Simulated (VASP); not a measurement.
The system is Te.

```
Te
1.0
     5.85004    0.00000    0.00000
     0.00000    5.85004    0.00000
     0.00000    0.00000    4.79120
Te
4
Cartesian
  0.0000 0.0000 0.0000
  2.9250 2.9250 0.0000
  0.0000 2.9250 3.9769
  2.9250 0.0000 0.8143
```

The cell was built by a generator and needn't be a form met in nature.

* Program: VASP 6.6.1
* Task: relaxation of cell and atoms
* Functional: PBE
* Dispersion: TS
* Potentials or basis: VASP PAW PBE potentials, release 64 (Te)
* Cutoff: 600 eV
* k mesh: 4 × 4 × 5
* Occupations: fermi-dirac, width 0.05 eV
* Spin: no spin polarisation

At the start: pressure -1.1 GPa; volume 40.99 Å³/atom.

Problem. How do energy, volume and symmetry change on relaxing?

Solution. Over 20 steps the energy falls by 24.0 meV/atom and the volume is 36.72 Å³/atom (-10.4 %); space group P4/nmm (No. 129, to 0.05 Å).

Step by step:
```csv
step,energy change (eV),largest force (eV/Å),pressure (GPa),volume (Å³)
1,0.0000,0.0280,-1.13,163.97
2,-0.0198,0.1947,0.33,157.22
3,-0.0206,0.1692,0.09,158.22
4,-0.0478,0.1693,0.09,155.06
5,-0.0869,0.1275,0.42,145.50
6,-0.0877,0.1297,0.31,147.24
7,-0.0879,0.1292,0.35,146.67
8,-0.0872,0.0279,-0.61,149.36
9,-0.0901,0.0789,-0.13,147.96
10,-0.0901,0.0852,-0.07,147.79
11,-0.0913,0.0706,-0.06,147.76
12,-0.0931,0.0532,-0.04,147.70
13,-0.0953,0.0253,-0.01,147.56
14,-0.0953,0.0027,0.00,147.52
15,-0.0954,0.0154,-0.01,147.54
16,-0.0957,0.0161,-0.16,147.42
17,-0.0957,0.0087,-0.12,147.44
18,-0.0957,0.0020,-0.09,147.47
19,-0.0958,0.0008,0.02,146.76
20,-0.0959,0.0002,0.01,146.89
```

Final structure:
```
Te
1.0
     5.79460    0.00000    0.00000
     0.00000    5.79460    0.00000
     0.00000    0.00000    4.37470
Te
4
Direct
  0.00000 0.00000 0.00000
  0.50000 0.50000 0.00000
  0.00000 0.50000 0.80871
  0.50000 0.00000 0.19129
```
